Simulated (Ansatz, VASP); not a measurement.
# Two plane-wave programs on Sb

Contents of INCAR:

```
SYSTEM = Sb
  PREC = Accurate
  ENCUT = 600
  EDIFF = 1E-7
  ISMEAR = -1
  SIGMA = 0.1
  LREAL = .FALSE.
  LASPH = .TRUE.
  NELM = 80
  ALGO = Normal
  ISIF = 3
  LWAVE = .FALSE.
  LCHARG = .FALSE.
  GGA = PE
  IBRION = 2
  NSW = 60
  EDIFFG = -0.005
```

Contents of KPOINTS:

```
regular mesh
0
G
  7 7 9
  0 0 0
```

Contents of POSCAR:

```
Sb
1.0
    5.3883068740      0.0000000000      0.0000000000
   -2.6941534370      4.6664106362      0.0000000000
    0.0000000000      0.0000000000      3.3407502618
Sb
3
Direct
    0.0000000000      0.0000000000      0.0000000000
    0.3333333333      0.6666666667      0.5000000000
    0.6666666667      0.3333333333      0.5000000000
```

Input for Ansatz:

```yaml
crystal:
  lattice:
    - [5.388306874, 0.0, 0.0]
    - [-2.694153437, 4.6664106362, 0.0]
    - [0.0, 0.0, 3.3407502618]
  atoms:
    - { symbol: Sb, position: [0.0, 0.0, 0.0] }
    - { symbol: Sb, position: [0.3333333333, 0.6666666667, 0.5] }
    - { symbol: Sb, position: [0.6666666667, 0.3333333333, 0.5] }
kpoints:
  mp_grid: { grid: [7, 7, 9] }
scf:
  occupations: { method: fermi_dirac, width: 0.1 }
hamiltonian:
  xc: pbe
  pseudopotentials: { kind: paw }
output:
  forces: true
  stress: true
  write_density: true
  write_potential: true
  elf: true
  volumetric_format: npy
relax:
  f_tol: 0.005
  max_steps: 40
  cell: {}
```

Alike in both runs: task relaxation of cell and atoms; functional PBE; k mesh 7 × 7 × 9; occupations fermi-dirac, width 0.1 eV; no spin polarisation.

```csv
,VASP,Ansatz
version,VASP 6.6.1,Ansatz 0.2.0
potentials or method,"VASP PAW PBE potentials, release 64 (Sb)","PAW with Ansatz's default frozen-core files, scalar-relativistic"
plane-wave cutoff (eV),600,420
valence electrons in the cell,15,45
```

Ansatz gave:

```
relaxed volume (Å³/atom)                                     : 27.62
relaxed cell length with the largest relative difference (Å) : 5.456
energy change over the relaxation (meV/atom)                 : -8
```

Estimate VASP's values.

relaxed volume (Å³/atom): 27.56; relaxed cell length with the largest relative difference (Å): 5.451; energy change over the relaxation (meV/atom): -8.

The two sets of potentials don't hold the same shells in valence.

Spin-orbit coupling is left out, which matters for the levels of Sb.
